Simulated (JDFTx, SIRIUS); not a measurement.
Equation of state of Mo under LDA

It takes space group Im-3m (No. 229, cubic). Conventional cell: a = 3.168 Å, b = 3.168 Å, c = 3.168 Å, α = 90.00°, β = 90.00°, γ = 90.00°. Mo (site symmetry m-3m) has 8 Mo at 2.74 Å as nearest neighbours.

The cell was scaled at fixed shape and fractions and run with SIRIUS, all-electron FP-LAPW, apw+lo standard; LDA, k mesh 12 × 12 × 12 on the cell of 1 atom, fermi-dirac occupations of 0.05 eV, no spin polarisation, no spin-orbit coupling. Energies are those that the program minimises, any entropy of the smearing included. For a metal such a mesh isn't converged to the digits shown.

```tsv
V (Å³/atom)	energy over the lowest row (meV/atom)
14.9381	0.00
15.2560	1.54
15.5738	14.91
15.8916	38.44
16.2095	?
16.5273	112.04
16.8451	160.60
```

Q: Fit the third-order Birch-Murnaghan form, give V0, B0 and B′, and predict the energy left open.

A: With y = (V0/V)^(2/3), E = E0 + (9 V0 B0/16) [(y - 1)³ B′ + (y - 1)² (6 - 4y)]. Least squares through the rows shown give V0 = 15.0515 Å³/atom, E0 = -0.84 meV, B0 = 294.7 GPa (1 eV/Å³ = 160.218 GPa) and B′ = 4.24, with a largest miss of 0.12 meV, so B0 and B′ are loose. At V = 16.2095 the form with these constants gives 71.14 meV; the run gave 71.10 meV an atom. Other set-ups at this level, from all their volumes (Å³/atom, GPa): JDFTx, PseudoDojo-SR-LDA-0.4.1-standard: V0 15.086, B0 296.1. Measured volume: 15.59 Å³/atom (pmc:5456621, doi:10.3390/ma9100834), so the fit lies -3.5 % from it. The runs are for a static lattice.

LDA makes molybdenum too compact: the fitted volume of 15.0515 Å³/atom lies 3.5 % below the measured one. This is the familiar overbinding of the local functional, which favours the denser, more uniform electron distribution of a compressed metal. Thermal expansion probably explains only a small part of the gap in so stiff a solid. The pseudopotential result of 15.086 Å³/atom is close to the all-electron one, which suggests that the contraction comes mainly from the functional rather than from the treatment of the core.

The large bulk modulus reflects the roughly half-filled d band of a group 6 metal, where bonding states are largely occupied and antibonding ones largely empty. At 294.7 GPa it is nevertheless higher than experiment gives, as expected when the equilibrium volume is too small.

The close prediction of the omitted energy supports interpolation on the expanded side, but with only one volume below the minimum, the curve is hardly tested under compression.
